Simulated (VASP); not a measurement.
# Interstitial C in a supercell of W, part 2 of 4

How easily does interstitial C form in W? The host is relaxed first, then a supercell is run with and without the defect.

VASP 6.6.1, plane waves and PAW; the level of theory is named at each step.

So far. Step 2 (The host at zero pressure): The run ended after 3 ionic steps, 0.003 eV below its first step, once forces and stress met EDIFFG = -0.02.

**3. The perfect supercell**

Level of this step: PBEsol; plane waves and PAW (W) (VASP).

System of this step: W. The cell holds 54 atoms: 54 W. Cell: a = 9.435 Å, b = 9.435 Å, c = 9.435 Å, α = 90.0°, β = 90.0°, γ = 90.0°. It derives from W.

The same cell, mesh and cutoff without the defect give the energy to subtract and, in a gapped host, the band edges to count from, so that most errors cancel.

The input, INCAR:

```
SYSTEM = W
PREC = Normal
ENCUT = 400
EDIFF = 1E-05
NELM = 120
ISMEAR = 1
SIGMA = 0.2
LREAL = Auto
ALGO = Fast
GGA = PS
NBANDS = 200
LASPH = .TRUE.
LORBIT = 11
LWAVE = .FALSE.
LCHARG = .FALSE.
KPAR = 4
NCORE = 2
```

The input, POSCAR:

```
W
1.0
    9.4346449506      0.0000000000      0.0000000000
    0.0000000000      9.4346449506      0.0000000000
    0.0000000000      0.0000000000      9.4346449506
W
54
Direct
    0.0000000000      0.0000000000      0.0000000000
    0.3333333333      0.0000000000      0.0000000000
    0.6666666667      0.0000000000      0.0000000000
    0.0000000000      0.3333333333      0.0000000000
    0.0000000000      0.0000000000      0.3333333333
    0.1666666667      0.1666666667      0.1666666667
    0.3333333333      0.3333333333      0.0000000000
    0.3333333333      0.0000000000      0.3333333333
    0.5000000000      0.1666666667      0.1666666667
    0.6666666667      0.3333333333      0.0000000000
    0.6666666667      0.0000000000      0.3333333333
    0.8333333333      0.1666666667      0.1666666667
    0.0000000000      0.6666666667      0.0000000000
    0.0000000000      0.3333333333      0.3333333333
    0.1666666667      0.5000000000      0.1666666667
    0.3333333333      0.6666666667      0.0000000000
    0.0000000000      0.0000000000      0.6666666667
    0.1666666667      0.1666666667      0.5000000000
    0.3333333333      0.3333333333      0.3333333333
    0.5000000000      0.5000000000      0.1666666667
    0.6666666667      0.6666666667      0.0000000000
    0.3333333333      0.0000000000      0.6666666667
    0.5000000000      0.1666666667      0.5000000000
    0.6666666667      0.3333333333      0.3333333333
    0.8333333333      0.5000000000      0.1666666667
    0.6666666667      0.0000000000      0.6666666667
    0.8333333333      0.1666666667      0.5000000000
    0.0000000000      0.6666666667      0.3333333333
    0.1666666667      0.8333333333      0.1666666667
    0.0000000000      0.3333333333      0.6666666667
    0.1666666667      0.5000000000      0.5000000000
    0.3333333333      0.6666666667      0.3333333333
    0.5000000000      0.8333333333      0.1666666667
    0.1666666667      0.1666666667      0.8333333333
    0.3333333333      0.3333333333      0.6666666667
    0.5000000000      0.5000000000      0.5000000000
    0.6666666667      0.6666666667      0.3333333333
    0.8333333333      0.8333333333      0.1666666667
    0.5000000000      0.1666666667      0.8333333333
    0.6666666667      0.3333333333      0.6666666667
    0.8333333333      0.5000000000      0.5000000000
    0.8333333333      0.1666666667      0.8333333333
    0.0000000000      0.6666666667      0.6666666667
    0.1666666667      0.8333333333      0.5000000000
    0.1666666667      0.5000000000      0.8333333333
    0.3333333333      0.6666666667      0.6666666667
    0.5000000000      0.8333333333      0.5000000000
    0.5000000000      0.5000000000      0.8333333333
    0.6666666667      0.6666666667      0.6666666667
    0.8333333333      0.8333333333      0.5000000000
    0.8333333333      0.5000000000      0.8333333333
    0.1666666667      0.8333333333      0.8333333333
    0.5000000000      0.8333333333      0.8333333333
    0.8333333333      0.8333333333      0.8333333333
```

The input, KPOINTS:

```
Automatic mesh
0
Monkhorst-Pack
4 4 4
0 0 0
```

The projector-augmented-wave data sets are W (PBE family, release 64).

Started as:

```sh
> mpirun -np 8 vasp_std
```

The program printed:

```text
[banner, memory and clock lines left out]
running    8 mpi-ranks, on    1 nodes
 distrk:  each k-point on    2 cores,    4 groups
 distr:  one band on    2 cores,    1 groups

 POSCAR found type information on POSCAR W
 POSCAR found :  1 types and      54 ions
 [... a notice as in an earlier step ...]

 LDA part: xc-table for (Slater+PW92), standard interpolation
 POSCAR, INCAR and KPOINTS ok, starting setup
 FFT: planning ... GRIDC
 FFT: planning ... GRID_SOFT
 FFT: planning ... GRID
 WAVECAR not read
 entering main loop
       N       E                     dE             d eps       ncg     rms          rms(c)
DAV:   1     0.963041595561E+03    0.96304E+03   -0.12232E+05  1608   0.118E+03
DAV:   2    -0.594499248640E+03   -0.15575E+04   -0.14789E+04  1848   0.322E+02
DAV:   3    -0.780205504207E+03   -0.18571E+03   -0.17918E+03  2368   0.758E+01
DAV:   4    -0.787960122353E+03   -0.77546E+01   -0.75898E+01  2192   0.170E+01
DAV:   5    -0.788286334807E+03   -0.32621E+00   -0.32245E+00  2536   0.314E+00    0.161E+02
RMM:   6    -0.760225861522E+03    0.28060E+02   -0.18509E+01  1609   0.939E+00    0.731E+01
RMM:   7    -0.749405050465E+03    0.10821E+02   -0.36613E+01  1696   0.108E+01    0.306E+00
RMM:   8    -0.749638267598E+03   -0.23322E+00   -0.48737E+00  1887   0.577E+00    0.115E+01
RMM:   9    -0.749841376413E+03   -0.20311E+00   -0.18565E+00  1961   0.246E+00    0.697E+00
RMM:  10    -0.749737880933E+03    0.10350E+00   -0.64029E-01  1752   0.235E+00    0.651E-01
RMM:  11    -0.749744273921E+03   -0.63930E-02   -0.14314E-01  2124   0.742E-01    0.196E+00
RMM:  12    -0.749746822504E+03   -0.25486E-02   -0.25212E-02  2149   0.196E-01    0.190E+00
RMM:  13    -0.749747353991E+03   -0.53149E-03   -0.44824E-03  2376   0.849E-02    0.885E-01
RMM:  14    -0.749747541254E+03   -0.18726E-03   -0.69180E-04  2079   0.360E-02    0.101E+00
RMM:  15    -0.749747453030E+03    0.88224E-04   -0.25108E-04  1978   0.278E-02    0.156E+00
RMM:  16    -0.749747422442E+03    0.30588E-04   -0.85584E-05  1763   0.140E-02    0.131E+00
RMM:  17    -0.749747401611E+03    0.20831E-04   -0.17607E-05  1191   0.807E-03    0.761E-01
RMM:  18    -0.749747394995E+03    0.66157E-05   -0.13617E-05  1141   0.626E-03
   1 F= -.74974739E+03 E0= -.74970959E+03  d E =-.113430E+00
```

Elapsed: 38 s, on 8 MPI ranks of Intel Xeon 6975P-C (Granite Rapids), shared host; peak memory 2.7 GiB; 4.9 min of CPU time.

From OUTCAR (step 3):

```text
  LATTYP: Found a simple cubic cell.
 ALAT       =     9.4346449506

The static configuration has the point symmetry O_h .

 Found      4 irreducible k-points:

   k-points           NKPTS =      4   k-points in BZ     NKDIM =      4   number of bands    NBANDS=    200

   dimension x,y,z NGX =    48 NGY =   48 NGZ =   48
   dimension x,y,z NGXF=    96 NGYF=   96 NGZF=   96

   ENCUT  =  400.0 eV  29.40 Ry    5.42 a.u.  15.39 15.39 15.39*2*pi/ulx,y,z

   NELECT =     324.0000    total number of electrons

 E-fermi :   7.8868

 k-point     1 :       0.1250    0.1250    0.1250
  band No.  band energies     occupation
    ...
    161       7.8508      1.29949
    162       7.8508      1.29948
    163       7.8559      1.25820
    164       7.8559      1.25820
    165       7.8559      1.25817
    166       7.9534      0.46962
    167       7.9534      0.46961
    168       7.9534      0.46961
    169       8.0832     -0.04628
    170       8.0832     -0.04628
    ...

 k-point     2 :       0.3750    0.1250    0.1250
  band No.  band energies     occupation
    ...
    160       7.3879      2.00237
    161       7.3879      2.00237
    162       7.7011      2.03211
    163       7.8059      1.62645
    164       7.8059      1.62645
    165       7.9495      0.49711
    166       7.9495      0.49708
    167       8.2130     -0.04330
    168       8.2130     -0.04330
    169       8.3240     -0.00838
    ...

  Total       -0.7688123     -0.7688123     -0.7688123     -0.0000000     -0.0000000     -0.0000000
  in kB       -1.4667437     -1.4667437     -1.4667437     -0.0000000     -0.0000000     -0.0000000
  external PRESSURE =      -1.4667437 kB  Pullay stress =       0.0000000 kB

  energy-cutoff  :      400.00
  volume of cell :      839.80
      direct lattice vectors                 reciprocal lattice vectors
     9.434644951  0.000000000  0.000000000     0.105992330  0.000000000  0.000000000
     0.000000000  9.434644951  0.000000000     0.000000000  0.105992330  0.000000000
     0.000000000  0.000000000  9.434644951     0.000000000  0.000000000  0.105992330

 POSITION                                       TOTAL-FORCE (eV/Angst)
 -----------------------------------------------------------------------------------
      0.00000      0.00000      0.00000        -0.000000     -0.000000      0.000000
      3.14488      0.00000      0.00000        -0.000000     -0.000000      0.000000
      6.28976      0.00000      0.00000        -0.000000     -0.000000      0.000000
      0.00000      3.14488      0.00000        -0.000000     -0.000000      0.000000
      0.00000      0.00000      3.14488        -0.000000     -0.000000      0.000000
      1.57244      1.57244      1.57244        -0.000000     -0.000000      0.000000
      3.14488      3.14488      0.00000         0.000000      0.000000      0.000000
      3.14488      0.00000      3.14488        -0.000000     -0.000000      0.000000
      4.71732      1.57244      1.57244        -0.000000     -0.000000      0.000000
      6.28976      3.14488      0.00000        -0.000000      0.000000      0.000000
      6.28976      0.00000      3.14488        -0.000000     -0.000000     -0.000000
      7.86220      1.57244      1.57244        -0.000000     -0.000000      0.000000
      0.00000      6.28976      0.00000        -0.000000     -0.000000      0.000000
      0.00000      3.14488      3.14488        -0.000000      0.000000      0.000000
      1.57244      4.71732      1.57244        -0.000000     -0.000000      0.000000
      3.14488      6.28976      0.00000         0.000000     -0.000000      0.000000
      0.00000      0.00000      6.28976        -0.000000     -0.000000      0.000000
      1.57244      1.57244      4.71732        -0.000000     -0.000000      0.000000
      3.14488      3.14488      3.14488         0.000000      0.000000      0.000000
      4.71732      4.71732      1.57244        -0.000000     -0.000000      0.000000
      6.28976      6.28976      0.00000        -0.000000     -0.000000      0.000000
      3.14488      0.00000      6.28976         0.000000     -0.000000      0.000000
      4.71732      1.57244      4.71732        -0.000000     -0.000000      0.000000
      6.28976      3.14488      3.14488        -0.000000     -0.000000      0.000000
      7.86220      4.71732      1.57244         0.000000     -0.000000      0.000000
      6.28976      0.00000      6.28976        -0.000000     -0.000000      0.000000
      7.86220      1.57244      4.71732        -0.000000     -0.000000      0.000000
      0.00000      6.28976      3.14488        -0.000000     -0.000000     -0.000000
      1.57244      7.86220      1.57244        -0.000000      0.000000      0.000000
      0.00000      3.14488      6.28976        -0.000000      0.000000      0.000000
      1.57244      4.71732      4.71732        -0.000000     -0.000000      0.000000
      3.14488      6.28976      3.14488         0.000000     -0.000000     -0.000000
      4.71732      7.86220      1.57244        -0.000000      0.000000      0.000000
      1.57244      1.57244      7.86220        -0.000000     -0.000000     -0.000000
      3.14488      3.14488      6.28976         0.000000     -0.000000      0.000000
      4.71732      4.71732      4.71732        -0.000000     -0.000000      0.000000
      6.28976      6.28976      3.14488        -0.000000     -0.000000     -0.000000
      7.86220      7.86220      1.57244        -0.000000      0.000000      0.000000
[...]
-----------------------------------------------------------------------------------
    total drift:                                0.000000     -0.000000     -0.000000

  FREE ENERGIE OF THE ION-ELECTRON SYSTEM (eV)
  ---------------------------------------------------
  free  energy   TOTEN  =      -749.7473949953 eV

  energy  without entropy=     -749.6339651565  energy(sigma->0) =     -749.70958505

 total charge
# of ion       s       p       d       tot
------------------------------------------
    1        0.681   0.739   4.223   5.643
    2        0.681   0.739   4.223   5.643
    3        0.681   0.739   4.223   5.643
    4        0.681   0.739   4.223   5.643
    5        0.681   0.739   4.223   5.643
    6        0.681   0.739   4.223   5.643
    7        0.681   0.739   4.223   5.643
    8        0.681   0.739   4.223   5.643
    9        0.681   0.739   4.223   5.643
   10        0.681   0.739   4.223   5.643
   11        0.681   0.739   4.223   5.643
   12        0.681   0.739   4.223   5.643
   13        0.681   0.739   4.223   5.643
   14        0.681   0.739   4.223   5.643
   15        0.681   0.739   4.223   5.643
   16        0.681   0.739   4.223   5.643
   17        0.681   0.739   4.223   5.643
   18        0.681   0.739   4.223   5.643
   19        0.681   0.739   4.223   5.643
   20        0.681   0.739   4.223   5.643
   21        0.681   0.739   4.223   5.643
   22        0.681   0.739   4.223   5.643
   23        0.681   0.739   4.223   5.643
   24        0.681   0.739   4.223   5.643
   25        0.681   0.739   4.223   5.643
   26        0.681   0.739   4.223   5.643
   27        0.681   0.739   4.223   5.643
   28        0.681   0.739   4.223   5.643
   29        0.681   0.739   4.223   5.643
   30        0.681   0.739   4.223   5.643
   31        0.681   0.739   4.223   5.643
   32        0.681   0.739   4.223   5.643
   33        0.681   0.739   4.223   5.643
   34        0.681   0.739   4.223   5.643
   35        0.681   0.739   4.223   5.643
   36        0.681   0.739   4.223   5.643
   37        0.681   0.739   4.223   5.643
[...]
--------------------------------------------------
tot         36.800  39.884 228.039 304.722

[... 1 part as in an earlier step ...]

[... 5 further parts left out ...]
```

Numbers from this step:

| Property | Result |
| --- | --- |
| electronic cycles | 18 |
| electrons | 324 |
| free energy (TOTEN) | -749.7474 eV |
| energy at zero smearing | -749.7096 eV |
| Fermi energy | 7.887 eV |

EDIFF was met while the residual of the charge density, rms(c), still stood at 0.08, so the density had not settled and the numbers of this run are doubtful.

The host is treated as a metal, as its relaxation found a gap under 0.3 eV or none, and only the neutral defect is run.

(Part 2 of 4 ends here.)

[Lines on the potential files, build, host, timing and source positions are cut from VASP's logs without a mark.]

[Logs are printed without paths, hosts, clocks, repeated set-up lines and the standing remarks that a program may print on its own settings, such as how far it seeks lower states.]

[Hosts, paths, dates, database ids (printed as entryN), source tags and the programs' standing remarks are cut or masked in the printed files.]

[In band tables of VASP the shares of atoms and orbitals are scaled to a sum of 1 inside the atoms' spheres.]

[Runs that stopped without an error message from VASP are left out.]
